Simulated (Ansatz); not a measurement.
Runs of Ansatz 0.2.0 on BaTiO3. The structure is tetragonal, space group P4mm (No. 99). Conventional cell: a = 4.000 Å, b = 4.000 Å, c = 4.018 Å, α = 90.00°, β = 90.00°, γ = 90.00°. Ba (site symmetry 4mm) is surrounded by 12 O at 2.79 to 2.88 Å. Ti (site symmetry 4mm) is surrounded by 6 O at 1.89 to 2.13 Å. O (site symmetry 2mm) has 2 Ti at 2.00 Å as nearest neighbours. O (site symmetry 4mm) is surrounded by 2 Ti at 1.89 to 2.13 Å. 

| task | level | potentials or basis | U | cell | k mesh | cutoff (eV) | hubbard projectors | double counting | gap on the mesh (eV) | pressure (GPa) | V0 of scaled cells (Å³/atom) | relaxed volume (Å³/atom) | B0 (GPa) | largest force (eV/Å) |
| --- | --- | --- | --- | --- | --- | --- | --- | --- | --- | --- | --- | --- | --- | --- |
| equation of state | PBE | JTH PAW | - | as given | 7 × 7 × 7 | 1380 | - | - | - | - | 13.14 | - | 161 | - |
| single point | PBE | Ansatz PAW | - | as given | 5 × 5 × 5 | 420 | - | - | 1.99 | (c) | - | - | - | (d) |
| single point | wPBEh | Ansatz PAW | - | as given | 4 × 4 × 4 | 420 | - | - | 3.22 | (a) | - | - | - | 0.56 |
| relaxation of cell and atoms | revPBE+D4 | Ansatz PAW | - | relaxed | 7 × 7 × 7 | 420 | - | - | 1.99 | 0.0 | - | 13.10 | - | 0.01 |
| relaxation of cell and atoms | PBE+U | Ansatz PAW | Ti d U = 1 eV | relaxed | 7 × 7 × 7 | 420 | ortho-atomic (the default) | fll (the default) | 2.04 | 0.0 | - | 13.34 | - | 0.01 |
| equation of state | m-r2SCAN | Ansatz PAW | - | as given | 7 × 7 × 7 | 500 | - | - | - | - | (b) | - | 179 | - |

Alike in all rows: no spin polarisation; smearing fermi-dirac 0.05 eV.

Problem. Estimate the missing entries.

Solution. (a) -2.5; (b) 12.80; (c) 2.4; (d) 0.32.

Caveats: spin-orbit coupling is left out, which moves the levels of the heavy elements (some runs); odd divisions of the mesh miss points on the zone boundary, where band edges often lie, so the gap on the mesh can be too wide (some runs); the cell was scaled at fixed shape and fractional positions, which overstates the stiffness of a crystal with free parameters, most of all of layers and chains (some runs); the PAW data sets come from PBE, with cores solved anew for the run's functional, which leaves a small shift of forces and pressure (some runs); the plane-wave basis is chosen anew once the cell has moved, so the energies of steps on either side of that aren't comparable (some runs); this barium file gives pressures and gaps apart from those of other sets (some runs); the thresholds are loose for stress (some runs).

A k mesh can miss the band edges, and the runs leave out spin-orbit coupling on Ba.
